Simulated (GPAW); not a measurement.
Runs of GPAW 26.7.0 on MgS. Symmetry: F-43m, No. 216, cubic system. Conventional cell: a = 5.666 Å, b = 5.666 Å, c = 5.666 Å, α = 90.00°, β = 90.00°, γ = 90.00°. Around S (site symmetry -43m) lie 4 Mg at 2.45 Å. Mg (site symmetry -43m) has 4 S at 2.45 Å as nearest neighbours. The cell comes from a database or a generator and needn't be the stable form of this composition.

```tsv
task	level	potentials or basis	k mesh	cutoff (eV)	smearing	maxiter	band path	band points	response ecut	response k mesh	gap on the mesh (eV)	pressure (GPa)	V0 of scaled cells (Å³/atom)	B0 (GPa)
equation of state	LDA	the program's PAW data sets (release 1.2.1) made for this functional, pw	8 × 8 × 8	800	fermi-dirac 0.05 eV	150	-	-	-	-	-	-	(b)	(c)
single point	TB-mBJ	GPAW PAW data sets for LDA (gpaw-data 1.2.1), pw	8 × 8 × 8	800	fermi-dirac 0.05 eV	150	-	-	-	-	5.04	-	-	-
band structure	PBEsol	PAW data sets generated in the run's folder for this functional, pw	8 × 8 × 8	800	fermi-dirac 0.05 eV	150	GXWKGLUWLK,UX	60	-	-	3.28	-0.4	-	-
dielectric tensor	PBEsol	PAW data sets generated in the run's folder for this functional, pw	7 × 7 × 7	650	fermi-dirac 0.001 eV	150	-	-	80 eV	18 × 18 × 18	3.28	-	-	-
single point	LDA	the program's PAW data sets (release 1.2.1) made for this functional, pw	7 × 7 × 7	650	fermi-dirac 0.05 eV	120	-	-	-	-	3.17	-2.2	-	-
dielectric tensor	LDA	the program's PAW data sets (release 1.2.1) made for this functional, pw	7 × 7 × 7	650	fermi-dirac 0.001 eV	150	-	-	80 eV	18 × 18 × 18	3.17	-	-	-
equation of state	PBEsol	PAW data sets generated in the run's folder for this functional, pw	8 × 8 × 8	800	fermi-dirac 0.05 eV	150	-	-	-	-	-	-	22.60	58
dielectric tensor	AM05	PAW data sets generated in the run's folder for this functional, pw	7 × 7 × 7	650	fermi-dirac 0.001 eV	150	-	-	80 eV	18 × 18 × 18	(a)	-	-	-
dielectric tensor	RPBE	the program's PAW data sets (release 1.2.1) made for this functional, pw	7 × 7 × 7	650	fermi-dirac 0.001 eV	150	-	-	80 eV	18 × 18 × 18	3.67	-	-	-
```

Alike in all rows: no spin polarisation; cell as given.

Problem. Fill in the values left out.

Solution. (a) 3.44; (b) 21.89; (c) 62.

Caveats: the long-wavelength limit can be off by a per cent or two (some runs); a model potential gives levels but no total energy (some runs); the PAW data sets were made with another functional, which shifts forces and pressure a little (some runs); the cutoff is short for stress and forces, so pressures can be off by a GPa or more (some runs).

A k mesh can miss the band edges.

Runs at the PBE level aren't shown here.
